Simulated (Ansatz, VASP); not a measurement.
# Si: VASP beside Ansatz

INCAR

```
  ALGO = Normal
  EDIFF = 1E-7
  ENCUT = 520
  GGA = PE
  ISIF = 2
  ISMEAR = -1
  LASPH = True
  LCHARG = False
  LREAL = False
  LWAVE = False
  NBANDS = 11
  NELM = 100
  PREC = Accurate
  SIGMA = 0.05
```

File KPOINTS:

```
k-points
0
Gamma
  8 8 8
```

File POSCAR:

```
Si
1.0
    0.0000000000      2.7752343705      2.7752343705
    2.7752343705      0.0000000000      2.7752343705
    2.7752343705      2.7752343705      0.0000000000
Si
2
Direct
    0.5000000000      0.5000000000      0.5000000000
    0.7500000000      0.7500000000      0.7500000000
```

The input input.yaml:

```yaml
crystal:
  lattice:
    - [0.0, 2.7752343705, 2.7752343705]
    - [2.7752343705, 0.0, 2.7752343705]
    - [2.7752343705, 2.7752343705, 0.0]
  atoms:
    - { symbol: Si, position: [0.5, 0.5, 0.5] }
    - { symbol: Si, position: [0.75, 0.75, 0.75] }
hamiltonian:
  xc: pbe
  pseudopotentials: { kind: paw }
kpoints:
  mp_grid: { grid: [8, 8, 8] }
scf:
  occupations: { method: fermi_dirac, width: 0.05 }
output:
  forces: true
  stress: true
  eigenvalues: true
  write_density: true
  write_potential: true
  elf: true
  volumetric_format: npy
```

Change from the starting cell: volume scaled by 1.06.

Alike in both runs: task single point; functional PBE; k mesh 8 × 8 × 8; occupations fermi-dirac, width 0.05 eV; no spin polarisation.

```csv
,VASP,Ansatz
version,VASP 6.6.1,Ansatz 0.2.0
potentials or method,"VASP PAW PBE potentials, release 64 (Si)",Ansatz PAW
plane-wave cutoff (eV),520,420
valence electrons in the cell,8,8
```

VASP gave:

| Property | Result |
| --- | --- |
| gap on the k mesh at the Fermi level (eV) | 0.72 |
| least direct gap on the mesh (eV) | 2.45 |
| pressure (GPa) | -3.6 |

**Question.** Which values does Ansatz return?

**Answer.** gap on the k mesh at the Fermi level (eV): 0.72; least direct gap on the mesh (eV): 2.45; pressure (GPa): -3.5.

The functional is the same, so the differences come from potentials, cutoffs and numerics.

A k mesh can miss the band edges.
